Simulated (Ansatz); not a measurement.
# Si: what a guessed cell relaxes into

Where does this trial cell of Si go when cell and atoms are let free?

Computed with Ansatz 0.2.0 (DFT PBE, scalar-relativistic, plane waves, PAW, unless a step's input says otherwise).

## 1. The system as given

The structure is trigonal, space group P3_212 (No. 153). The conventional cell has a = 6.727 Å, b = 6.727 Å, c = 4.078 Å, α = 90.00°, β = 90.00°, γ = 120.00°. Si (site symmetry 1) has 3 Si at 2.09 to 2.20 Å as nearest neighbours. Around Si (site symmetry 2) lie 4 Si at 2.09 to 2.13 Å.

As a file:

```
Si
1.0
     6.72716    0.00000    0.00000
    -3.36358    5.82589    0.00000
     0.00000    0.00000    4.07762
Si
9
Direct
  0.24613 0.98970 0.85276
  0.01030 0.25643 0.51942
  0.74357 0.75387 0.18609
  0.01030 0.75387 0.48058
  0.74357 0.98970 0.81391
  0.24613 0.25643 0.14724
  0.25207 0.74793 0.16667
  0.25207 0.50415 0.83333
  0.49585 0.74793 0.50000
```

The cell is invented: 3-, 4-connected net of one element (P3_212, No. 153). The dimensions are guesses.

## 2. The guess as it stands, on a coarse mesh

File input.yaml:

```yaml
crystal:
  lattice:
    - [6.7271631, 0.0, 0.0]
    - [-3.36358155, 5.82589414, 0.0]
    - [0.0, 0.0, 4.07762029]
  atoms:
    - { symbol: Si, position: [0.24612558, 0.98969764, 0.85275529] }
    - { symbol: Si, position: [0.01030236, 0.25642794, 0.51942196] }
    - { symbol: Si, position: [0.74357206, 0.75387442, 0.18608862] }
    - { symbol: Si, position: [0.01030236, 0.75387442, 0.48057804] }
    - { symbol: Si, position: [0.74357206, 0.98969764, 0.81391138] }
    - { symbol: Si, position: [0.24612558, 0.25642794, 0.14724471] }
    - { symbol: Si, position: [0.25207499, 0.74792501, 0.16666667] }
    - { symbol: Si, position: [0.25207499, 0.50414997, 0.83333333] }
    - { symbol: Si, position: [0.49585003, 0.74792501, 0.5] }
basis:
  ecutwfc: 420
kpoints:
  mp_grid: { grid: [3, 3, 4] }
hamiltonian:
  xc: pbe
scf:
  occupations: { method: gaussian, width: 0.1 }
  lower_state_search: "off"
output:
  forces: true
  stress: true
  eigenvalues: true
```

Run with:

```bash
ansatz run input.yaml --threads 1 --pin off --max-ram 2560MiB --backend cpu --events-out ev --progress --plain --runs-dir out
```

What it wrote (excerpt; [...] marks lines left out):

```text
Warning: RAYON_NUM_THREADS=1 ignored (pool sized by the plan → 1); use --threads N
[...]
Pseudopotentials: kind: paw
Pseudopotential: Si, paw, valence charge 4, recommended cutoff 420 eV (normal), Si.paw.azcp
Functional definition: PBE
[...]
Crystal: 9 atoms, lattice volume = 159.809 Å³
Basis set: ecut = 420 eV, 3157 PW (Γ), exchange–correlation on 90×90×60 points (8 copies of the dense FFT grid, shifted against one another)
Bands: 27, of which v1, the nominal top of the filled ones, is band 18 counted from 1 (17 counted from 0)
Symmetry: 6 space group operations
Space group: P3212 (ITA 153), of the structure as read, at distance tolerance 5.4e-5 Å
k-points: 10 of 36 (time reversal used)
[...]
SCF iter   1: F=—  HF=-5711.591682 eV  |F-HF|=—  |Δ(HF+E_count)|=         —  Δρ=4.41e-3  dr2=2.97e-2  ethr=1.77e-3  ⟨swp⟩=8.3  Hψ=1696  notcnv=0
[...]
SCF iter   7: F=-5711.590471 eV  HF=-5711.590471 eV  |F-HF|=7.84e-9  |Δ(HF+E_count)|=   5.24e-8  Δρ=3.10e-6  dr2=4.72e-8  ethr=2.78e-10  ⟨swp⟩=10.9  Hψ=1449  notcnv=0
[...]
SCF converged after 7 iterations
Free energy (F): -5711.590471 eV
[...]
E sigma→0 (E₀):  -5711.577073 eV
Entropy (-TS):   -0.026797 eV (-2.977 meV/atom)
Fermi energy:    7.538840 eV
[...]
--- Forces (eV/Å), atoms counted from 1 ---
  atom   1  Si     0.21967740     1.97803688    -1.87169210
  atom   2  Si    -1.82286889    -0.79877223    -1.87169210
  atom   3  Si     1.60319149    -1.17926465    -1.87169210
  atom   4  Si    -1.60319149    -1.17926465     1.87169210
  atom   5  Si    -0.21967740     1.97803688     1.87169210
  atom   6  Si     1.82286889    -0.79877223     1.87169210
  atom   7  Si     0.89203329    -0.51501566    -0.00000000
  atom   8  Si    -0.00000000     1.03003132     0.00000000
[...]
--- Stress (GPa, compression-positive) ---
       34.773705       0.000000       0.000000
        0.000000      34.773705       0.000000
       -0.000000      -0.000000      33.080160
  P = ⅓ Tr σ = 34.2092 GPa (342.092 kbar)
--- Band table (eV; the first three rows and the last of 10) ---
  k-point 0: bands = ["-6.5129", "-3.4221", "-3.4221", "-2.8479", "-0.5447", "-0.5447", "1.9613", "1.9613", "3.4253", "4.0531", "4.1456", "4.1456", "4.5831", "5.3309", "5.5891", "5.5891", "6.9504", "6.9504", "7.6470", "7.6470", "8.0845", "8.5077", "8.5077", "8.5872", "10.0802", "11.8317", [...]
[...]
```

Wall time 5.1 s (1 thread of Arm Neoverse V1, shared host); peak memory 0.32 GiB.

Read-out: pressure 34.2 GPa, largest force 2.73 eV/Å, gap on this mesh none (metal). A cheap, loose relaxation comes first.

## 3. Coarse relaxation

Edit input.yaml of step 2 so:

```diff
@@ -28 +28,6 @@
   eigenvalues: true
+relax:
+  adjacent_minimum: "off"
+  f_tol: 0.04
+  max_steps: 70
+  cell: { stress_tol: 0.4 }
```

Run with:

```bash
ansatz run input.yaml --threads 1 --pin off --max-ram 2560MiB --backend cpu --events-out ev --progress --plain --runs-dir out
```

What it wrote:

```text
Warning: RAYON_NUM_THREADS=1 ignored (pool sized by the plan → 1); use --threads N
Engine: ansatz 0.2.0, aarch64-unknown-linux-gnu
[... 3 set-up lines as earlier in the session ...]
  parameter kappa = 0.804
  parameter beta = 0.06672455060314922
  exchange = pbe_x(kappa = kappa, mu = beta*pi^2/3)
  correlation = pbe_c(beta = beta)
Crystal: 9 atoms, lattice volume = 159.809 Å³
Basis set: ecut = 420 eV, 3157 PW (Γ), exchange–correlation on 90×90×60 points (8 copies of the dense FFT grid, shifted against one another)
Bands: 27, of which v1, the nominal top of the filled ones, is band 18 counted from 1 (17 counted from 0)
[... 2 set-up lines as earlier in the session ...]
k-points: 10 of 36 (time reversal used)
Non-local potential: Si, projectors of the file, l = 0: 2, l = 1: 2, l = 2: 2
PAW form: soft (Blöchl's): semilocal exchange-correlation on the pseudo side does not see the compensation charge
PAW one-centre angular grid: Si, 110 points (default); XC on 64 Gauss nodes
Initial density: superposition of atomic densities (neutral atoms: chi_scale 0, normalization atom), corrected by the library's trained network
Initial wavefunctions: pseudopotential atomic-orbital guess
Functional: x = pbe(κ = 0.804, μ = 0.2195149727645171), c = pbe(β = 0.06672455060314922)
SCF iter   1: F=—  HF=-5711.591682 eV  |F-HF|=—  |Δ(HF+E_count)|=         —  Δρ=4.41e-3  dr2=2.97e-2  ethr=1.77e-3  ⟨swp⟩=8.3  Hψ=1696  notcnv=0
preconditioner: auto → LDOS  [metal: Δε(μ)=0.038 eV  Ē_g=8.096 eV  σ=0.100 eV  W_gap=0.21  n_scr=26 (ndim 8)  ℏωp=17.6 eV  f_vac=0.017  D(μ)=5.23/eV (n_scr^D=44)  β→1.0]
SCF iter   2: F=—  HF=-5711.591064 eV  |F-HF|=—  |Δ(HF+E_count)|=   6.17e-4  Δρ=1.26e-3  dr2=4.32e-3  ethr=8.25e-5  ⟨swp⟩=2.6  Hψ=542  notcnv=0  defer=3
SCF iter   3: F=—  HF=-5711.590668 eV  |F-HF|=—  |Δ(HF+E_count)|=   3.96e-4  Δρ=5.00e-4  dr2=1.00e-3  ethr=1.20e-5  ⟨swp⟩=2.4  Hψ=416  notcnv=0  defer=3
SCF iter   4: F=—  HF=-5711.590489 eV  |F-HF|=—  |Δ(HF+E_count)|=   1.80e-4  Δρ=1.26e-4  dr2=3.41e-5  ethr=2.79e-6  ⟨swp⟩=2.3  Hψ=376  notcnv=0  defer=3
SCF iter   5: F=—  HF=-5711.590471 eV  |F-HF|=—  |Δ(HF+E_count)|=   1.76e-5  Δρ=3.67e-5  dr2=4.94e-6  ethr=9.48e-8  ⟨swp⟩=2.0  Hψ=397  notcnv=0  defer=3
SCF iter   6: F=—  HF=-5711.590471 eV  |F-HF|=—  |Δ(HF+E_count)|=   4.36e-7  Δρ=1.12e-5  dr2=3.92e-7  ethr=1.37e-8  ⟨swp⟩=2.6  Hψ=427  notcnv=0  defer=3
SCF iter   7: F=-5711.590471 eV  HF=-5711.590471 eV  |F-HF|=7.88e-9  |Δ(HF+E_count)|=   5.24e-8  Δρ=3.10e-6  dr2=4.72e-8  ethr=2.78e-10  ⟨swp⟩=10.9  Hψ=1447  notcnv=0
SCF 1 converged in 7 iterations: F = -5711.590471 eV  dr2 = 4.72e-8
relax step   1: F+E_penalty+E_count = -5711.59047140 eV  Δ(F+E_penalty+E_count) = +0.000e0 eV  max|allowed force component| = 1.978e0 eV/Å  Δτ_max = 0.0000 Å  P = +34.209 GPa  Ω = 159.809 Å³  (7 SCF iters, dr2 threshold 1.00e-7 eV, accepted)
Crystal: 9 atoms, lattice volume = 180.832 Å³
Basis set: ecut = 420 eV, 3513 PW (Γ), exchange–correlation on 90×90×60 points (8 copies of the dense FFT grid, shifted against one another)
Initial density: handed on by an earlier stage of this run
Initial wavefunctions: those handed on with the density
iter 1 solved again at ethr=2.02e-3 eV; its pass at ethr=3.10e-3 eV (dr2=7.28e-1 eV) is discarded
SCF iter   1: F=—  HF=-5715.348124 eV  |F-HF|=—  |Δ(HF+E_count)|=         —  Δρ=1.26e-2  dr2=7.34e-1  ethr=2.02e-3  ⟨swp⟩=1.0  Hψ=1789  notcnv=0
preconditioner: auto → LDOS  [metal: Δε(μ)=0.080 eV  Ē_g=7.508 eV  σ=0.100 eV  W_gap=0.38  n_scr=32 (ndim 8)  ℏωp=16.6 eV  f_vac=0.032  D(μ)=5.38/eV (n_scr^D=32)  β→1.0]
SCF iter   2: F=—  HF=-5715.154338 eV  |F-HF|=—  |Δ(HF+E_count)|=   1.94e-1  Δρ=6.58e-3  dr2=1.48e-1  ethr=2.02e-3  ⟨swp⟩=3.3  Hψ=577  notcnv=0
SCF iter   3: F=—  HF=-5715.130620 eV  |F-HF|=—  |Δ(HF+E_count)|=   2.37e-2  Δρ=1.99e-3  dr2=2.44e-2  ethr=4.12e-4  ⟨swp⟩=3.0  Hψ=562  notcnv=0  defer=27
SCF iter   4: F=—  HF=-5715.125179 eV  |F-HF|=—  |Δ(HF+E_count)|=   5.44e-3  Δρ=4.81e-4  dr2=1.66e-3  ethr=6.77e-5  ⟨swp⟩=2.2  Hψ=377  notcnv=0  defer=27
SCF iter   5: F=—  HF=-5715.125082 eV  |F-HF|=—  |Δ(HF+E_count)|=   9.65e-5  Δρ=1.82e-4  dr2=1.88e-4  ethr=4.61e-6  ⟨swp⟩=2.2  Hψ=380  notcnv=0  defer=27
SCF iter   6: F=—  HF=-5715.125118 eV  |F-HF|=—  |Δ(HF+E_count)|=   3.54e-5  Δρ=6.22e-5  dr2=1.61e-5  ethr=5.21e-7  ⟨swp⟩=2.2  Hψ=395  notcnv=0  defer=27
SCF iter   7: F=-5715.125119 eV  HF=-5715.125119 eV  |F-HF|=2.04e-7  |Δ(HF+E_count)|=   1.47e-6  Δρ=1.38e-5  dr2=5.52e-7  ethr=2.50e-9  ⟨swp⟩=10.1  Hψ=1719  notcnv=0
SCF 2 converged in 7 iterations: F = -5715.125119 eV  dr2 = 5.52e-7
relax step   2: F+E_penalty+E_count = -5715.12511942 eV  Δ(F+E_penalty+E_count) = -3.535e0 eV  max|allowed force component| = 8.339e-1 eV/Å  Δτ_max = 0.0438 Å  P = +13.590 GPa  Ω = 180.832 Å³  energy of the carried Pulay correction = -3.641e-3 eV  (7 SCF iters, dr2 threshold 9.00e-7 eV, accepted)
Crystal: 9 atoms, lattice volume = 194.859 Å³
Basis set: ecut = 420 eV, 3805 PW (Γ), exchange–correlation on 90×90×60 points (8 copies of the dense FFT grid, shifted against one another)
iter 1 solved again at ethr=1.06e-3 eV; its pass at ethr=3.10e-3 eV (dr2=3.83e-1 eV) is discarded
SCF iter   1: F=—  HF=-5716.421277 eV  |F-HF|=—  |Δ(HF+E_count)|=         —  Δρ=9.02e-3  dr2=3.88e-1  ethr=1.06e-3  ⟨swp⟩=1.0  Hψ=1716  notcnv=0
preconditioner: auto → LDOS  [metal: Δε(μ)=0.027 eV  Ē_g=7.225 eV  σ=0.100 eV  W_gap=0.15  n_scr=32 (ndim 8)  ℏωp=16.0 eV  f_vac=0.030  D(μ)=6.92/eV (n_scr^D=56)  β→1.0]
SCF iter   2: F=—  HF=-5716.331805 eV  |F-HF|=—  |Δ(HF+E_count)|=   8.95e-2  Δρ=4.31e-3  dr2=7.70e-2  ethr=1.06e-3  ⟨swp⟩=3.0  Hψ=527  notcnv=0
SCF iter   3: F=—  HF=-5716.323113 eV  |F-HF|=—  |Δ(HF+E_count)|=   8.69e-3  Δρ=1.49e-3  dr2=1.45e-2  ethr=2.14e-4  ⟨swp⟩=2.4  Hψ=452  notcnv=0
SCF iter   4: F=—  HF=-5716.320542 eV  |F-HF|=—  |Δ(HF+E_count)|=   2.57e-3  Δρ=6.12e-4  dr2=3.29e-3  ethr=4.02e-5  ⟨swp⟩=2.2  Hψ=416  notcnv=0
SCF iter   5: F=—  HF=-5716.319859 eV  |F-HF|=—  |Δ(HF+E_count)|=   6.83e-4  Δρ=1.32e-4  dr2=1.36e-4  ethr=9.14e-6  ⟨swp⟩=2.7  Hψ=368  notcnv=0
SCF iter   6: F=—  HF=-5716.319803 eV  |F-HF|=—  |Δ(HF+E_count)|=   5.61e-5  Δρ=2.92e-5  dr2=6.96e-6  ethr=3.79e-7  ⟨swp⟩=2.5  Hψ=415  notcnv=0
SCF iter   7: F=—  HF=-5716.319805 eV  |F-HF|=—  |Δ(HF+E_count)|=   2.20e-6  Δρ=1.31e-5  dr2=1.02e-6  ethr=2.50e-9  ⟨swp⟩=10.4  Hψ=1479  notcnv=0
SCF iter   8: F=-5716.319805 eV  HF=-5716.319805 eV  |F-HF|=3.01e-8  |Δ(HF+E_count)|=   2.31e-8  Δρ=4.24e-6  dr2=8.46e-8  ethr=2.50e-9  ⟨swp⟩=4.3  Hψ=868  notcnv=0
SCF 3 converged in 8 iterations: F = -5716.319805 eV  dr2 = 8.46e-8
relax step   3: F+E_penalty+E_count = -5716.31980529 eV  Δ(F+E_penalty+E_count) = -1.195e0 eV  max|allowed force component| = 4.346e-1 eV/Å  Δτ_max = 0.0636 Å  P = +3.856 GPa  Ω = 194.859 Å³  energy of the carried Pulay correction = -5.832e-3 eV  (8 SCF iters, dr2 threshold 9.00e-7 eV, accepted)
[... from here on, the SCF cycles and remarks between the steps are left out ...]
relax step   4: F+E_penalty+E_count = -5716.63105361 eV  Δ(F+E_penalty+E_count) = -3.112e-1 eV  max|allowed force component| = 5.192e-1 eV/Å  Δτ_max = 0.0935 Å  P = -0.460 GPa  Ω = 196.709 Å³  energy of the carried Pulay correction = -6.108e-3 eV  (7 SCF iters, dr2 threshold 9.00e-7 eV, accepted)
relax step   5: F+E_penalty+E_count = -5716.98528377 eV  Δ(F+E_penalty+E_count) = -3.542e-1 eV  max|allowed force component| = 5.005e-1 eV/Å  Δτ_max = 0.1950 Å  P = -4.100 GPa  Ω = 189.038 Å³  energy of the carried Pulay correction = -4.944e-3 eV  (7 SCF iters, dr2 threshold 9.00e-7 eV, accepted)
relax step   6: F+E_penalty+E_count = -5717.08647727 eV  Δ(F+E_penalty+E_count) = -1.012e-1 eV  max|allowed force component| = 8.202e-1 eV/Å  Δτ_max = 0.1941 Å  P = -3.032 GPa  Ω = 176.933 Å³  energy of the carried Pulay correction = -3.000e-3 eV  (6 SCF iters, dr2 threshold 9.00e-7 eV, accepted)
relax step   7: F+E_penalty+E_count = -5717.52230934 eV  Δ(F+E_penalty+E_count) = -4.358e-1 eV  max|allowed force component| = 1.743e-1 eV/Å  Δτ_max = 0.0575 Å  P = +0.616 GPa  Ω = 166.786 Å³  energy of the carried Pulay correction = -1.260e-3 eV  (6 SCF iters, dr2 threshold 9.00e-7 eV, accepted)
relax step   8: F+E_penalty+E_count = -5717.54953523 eV  Δ(F+E_penalty+E_count) = -2.723e-2 eV  max|allowed force component| = 8.162e-2 eV/Å  Δτ_max = 0.0370 Å  P = +0.120 GPa  Ω = 169.640 Å³  energy of the carried Pulay correction = -1.760e-3 eV  (5 SCF iters, dr2 threshold 9.00e-7 eV, accepted)
relax step   9: F+E_penalty+E_count = -5717.54670350 eV  Δ(F+E_penalty+E_count) = +2.832e-3 eV  max|allowed force component| = 6.771e-2 eV/Å  Δτ_max = 0.0137 Å  P = -0.090 GPa  Ω = 171.393 Å³  energy of the carried Pulay correction = -2.063e-3 eV  (5 SCF iters, dr2 threshold 4.16e-7 eV, rejected (line search))
relax step  10: F+E_penalty+E_count = -5717.55152542 eV  Δ(F+E_penalty+E_count) = -1.990e-3 eV  max|allowed force component| = 2.782e-2 eV/Å  Δτ_max = 0.0080 Å  P = +0.008 GPa  Ω = 170.578 Å³  energy of the carried Pulay correction = -1.923e-3 eV  (6 SCF iters, accepted)
Basis set: ecut = 420 eV, 3361 PW (Γ), exchange–correlation on 100×100×54 points (8 copies of the dense FFT grid, shifted against one another)
Initial wavefunctions: pseudopotential atomic-orbital guess (no wavefunctions were taken with the density)
iter 1 solved again at ethr=4.90e-7 eV; its pass at ethr=3.10e-3 eV (dr2=1.76e-4 eV) is discarded
SCF iter   1: F=—  HF=-5717.558364 eV  |F-HF|=—  |Δ(HF+E_count)|=         —  Δρ=1.16e-4  dr2=2.02e-6  ethr=4.90e-7  ⟨swp⟩=3.1  Hψ=2341  notcnv=0
preconditioner: auto → Kerker (q_TF=auto, 2.105 Å⁻¹)  [metal: Δε(μ)=0.018 eV  Ē_g=7.419 eV  σ=0.100 eV  W_gap=0.10  n_scr=32 (ndim 8)  ℏωp=17.1 eV  f_vac=0.000  D(μ)=2.98/eV (n_scr^D=14)]
SCF iter   2: F=—  HF=-5717.558380 eV  |F-HF|=—  |Δ(HF+E_count)|=   1.59e-5  Δρ=6.17e-5  dr2=5.94e-7  ethr=5.62e-9  ⟨swp⟩=2.0  Hψ=436  notcnv=0
SCF iter   3: F=-5717.558392 eV  HF=-5717.558392 eV  |F-HF|=1.79e-9  |Δ(HF+E_count)|=   1.15e-5  Δρ=1.63e-6  dr2=4.75e-9  ethr=1.60e-11  ⟨swp⟩=7.3  Hψ=1654  notcnv=0
SCF 11 converged in 3 iterations: F = -5717.558392 eV  dr2 = 4.75e-9
relax step  11: F+E_penalty+E_count = -5717.55839158 eV  Δ(F+E_penalty+E_count) = -6.866e-3 eV  max|allowed force component| = 2.787e-2 eV/Å  Δτ_max = 0.0000 Å  P = +0.054 GPa  Ω = 170.578 Å³  stress off target by 1.62e-1 GPa  SCF on the basis re-selected at this cell (its energy is not comparable with the rows above)  (3 SCF iters)
basis re-selected at this cell: Δ(F+E_penalty+E_count) = -6.866e-3 eV, ΔP = +0.046 GPa vs the last step (what re-selecting the basis moved, of the pressure what is left beyond the Pulay correction that the steps carried, after the strain that the cell walked since its last selection, with what the two solves' SCF thresholds leave and, on support functions, any second-order correction that the steps lacked; it is no measure of the basis error at this ecutwfc). The dense FFT grid was sized anew with the basis: this SCF ran on 50×50×27 points, the steps before it on 45×45×30, so part of this shift can come from that change (see relax.cell in the input reference). This SCF's stress stands 1.62e-1 GPa from its target on what of the cell is left free (relax.cell.stress_tol is 4.00e-1 GPa) and its largest allowed force component is 2.79e-2 eV/Å (relax.f_tol is 4.00e-2 eV/Å): within both
SCF converged after 3 iterations
Free energy (F): -5717.558392 eV
Harris-Foulkes:  -5717.558392 eV  (|F-HF|=1.79e-9)
Internal energy: -5717.543484 eV  (E = F + TS)
E sigma→0 (E₀):  -5717.550938 eV
Entropy (-TS):   -0.014908 eV (-1.656 meV/atom)
Fermi energy:    6.739022 eV
--- Per-component energies (eV) ---
  E_band       = 63.001087
  E_kinetic    = 359.003863
  E_local      = -277.620658  (includes V_loc(G=0)·N_el)
  E_nonlocal   = 231.874681
  E_hartree    = 94.607747
  E_xc         = -496.550163
  E_vxc        = -420.334252  (∫ρ·V_xc dr)
  E_paw        = -4611.647177  (= ΣΔE_a)
  E_vpaw       = -19.137045  (= ΣTr[D̂ρ^β])
  E_aug_tail   = 0.000062  (compensation charges beyond the density's cutoff)
  E_ewald      = -1017.211839
  E_smearing   = -0.014908  (= −TS)
  E_closure    = -0.000000  (closes the sum)
  Σ components = -5717.558392   (vs F -5717.558392, Δ=0.00e0)
--- Forces (eV/Å), atoms counted from 1 ---
  atom   1  Si    -0.00938543     0.01595205     0.02787255
  atom   2  Si    -0.00912216    -0.01610405     0.02787255
  atom   3  Si     0.01850760     0.00015200     0.02787255
  atom   4  Si    -0.01850760     0.00015200    -0.02787255
  atom   5  Si     0.00938543     0.01595205    -0.02787255
  atom   6  Si     0.00912216    -0.01610405    -0.02787255
  atom   7  Si     0.00201762    -0.00116488     0.00000000
  atom   8  Si     0.00000000     0.00232975     0.00000000
  atom   9  Si    -0.00201762    -0.00116488    -0.00000000
  max |Σ_I F_I| component: 6.22e-17 eV/Å
--- Stress (GPa, compression-positive) ---
       -0.000406       0.000000       0.000000
        0.000000      -0.000406      -0.000000
        0.000000       0.000000       0.162034
  P = ⅓ Tr σ = 0.0537 GPa (0.537 kbar)
--- Band table (eV; the first three rows and the last of 10) ---
  k-point 0: bands = ["-5.9497", "-3.3833", "-3.3833", "-2.5744", "-1.4971", "-1.4971", "2.5017", "3.3191", "3.3191", "4.1404", "4.7393", "4.7393", "4.8641", "5.7355", "5.8790", "5.8790", "6.3921", "6.3921", "6.8256", "7.6147", "7.6147", "8.8415", "8.9347", "8.9347", "9.1017", "9.5708", "9.5708"]
  k-point 1: bands = ["-5.3290", "-2.7950", "-2.7940", "-2.0147", "-0.9835", "-0.9209", "-0.4164", "1.9954", "2.1701", "3.0529", "3.1075", "3.9749", "3.9774", "5.3182", "5.3546", "5.4411", "5.7041", "6.3751", "6.9026", "7.8628", "9.0285", "9.7297", "9.7716", "10.3025", "10.4540", "10.5713", "10.6617"]
  k-point 2: bands = ["-3.4893", "-3.4893", "-1.5109", "-1.2639", "-1.2639", "-0.3576", "0.0049", "0.0049", "0.4914", "1.2920", "1.2920", "1.6122", "4.7819", "4.7819", "6.2727", "6.7483", "6.7483", "7.0060", "7.0060", "7.8945", "7.9230", "8.2516", "8.2516", "9.0832", "9.0832", "9.4908", "10.3600"]
  k-point 9: bands = ["-4.6242", "-4.4058", "-3.2500", "-1.3576", "-0.3173", "0.0405", "0.8265", "1.2583", "1.4241", "2.3963", "3.3349", "3.5215", "3.5547", "4.6424", "4.9744", "5.9028", "6.2416", "6.7305", "6.9783", "8.1168", "8.1998", "8.6937", "9.0796", "10.2161", "10.2624", "10.5872", "11.5203"]
--- Relaxed structure (10 steps of the walk, 9 accepted, 1 SCFs on fresh bases) ---
  F+E_penalty+E_count = -5717.55839158 eV   max|allowed force component| = 2.787e-2 eV/Å   (the final SCF, on the basis selected at the relaxed cell)
  cell:  # Å, volume = 170.5782 Å³
    - [7.216478636210189, -3.1832987855342615e-33, 1.878146283465214e-32]
    - [-3.6082393181050945, 6.249653824825703, 7.150174279326857e-33]
    - [6.656889116267684e-33, 4.244972769793885e-33, 3.7821803546959165]
  atoms:
    - { symbol: Si, position: [0.28511081763054846, 1.0380050162441834, 0.7548157256903205] }
    - { symbol: Si, position: [-0.038005016244183176, 0.24710580138636523, 0.421482392356987] }
    - { symbol: Si, position: [0.752894198613635, 0.7148891823694519, 0.08814905902365354] }
    - { symbol: Si, position: [-0.038005016244183065, 0.7148891823694519, 0.5785176076430132] }
    - { symbol: Si, position: [0.7528941986136349, 1.0380050162441834, 0.9118509409763466] }
    - { symbol: Si, position: [0.2851108176305485, 0.24710580138636523, 0.24518427430967987] }
    - { symbol: Si, position: [0.23931738300067265, 0.7606826169993274, 0.16666666666666669] }
    - { symbol: Si, position: [0.23931738300067265, 0.4786347660013453, 0.8333333333333335] }
    - { symbol: Si, position: [0.5213652339986549, 0.7606826169993274, 0.5000000000000001] }
```

Run time: 61 s. Hardware: 1 thread of Arm Neoverse V1, shared host; peak memory 0.35 GiB.

Relaxation path:

| step | E - E(step 1) (eV/cell) | largest force component (eV/Å) | pressure (GPa) | volume (Å³) |
| --- | --- | --- | --- | --- |
| 1 | 0.0000 | 1.9780 | 34.21 | 159.81 |
| 2 | -3.5346 | 0.8339 | 13.59 | 180.83 |
| 3 | -4.7293 | 0.4346 | 3.86 | 194.86 |
| 4 | -5.0406 | 0.5192 | -0.46 | 196.71 |
| 5 | -5.3948 | 0.5005 | -4.10 | 189.04 |
| 6 | -5.4960 | 0.8202 | -3.03 | 176.93 |
| 7 | -5.9318 | 0.1743 | 0.62 | 166.79 |
| 8 | -5.9591 | 0.0816 | 0.12 | 169.64 |
| 9 | -5.9562 | 0.0677 | -0.09 | 171.39 |
| 10 | -5.9611 | 0.0278 | 0.01 | 170.58 |
| 11 | -5.9679 | 0.0279 | 0.05 | 170.58 |

Step 1 is the start. Step 11 repeats the geometry before it on a plane-wave basis chosen anew for that cell, so its energy need not be comparable with the rows above. Step 9 was tried and not accepted.

|  | before | after | change |
| --- | --- | --- | --- |
| a (Å) | 6.727 | 7.216 | +7.3 % |
| b (Å) | 6.727 | 7.216 | +7.3 % |
| c (Å) | 4.078 | 3.782 | -7.2 % |
| volume (Å³/atom) | 17.76 | 18.95 | +6.7 % |
| shortest distance (Å) | 2.086 | 2.391 | +14.6 % |
| space group (0.01 Å) | P3_212 | P3_212 | same |

Forces and stress were held to the start's 6 operations: a distortion of lower symmetry was not tested.

(Part 1 of 2 ends here.)
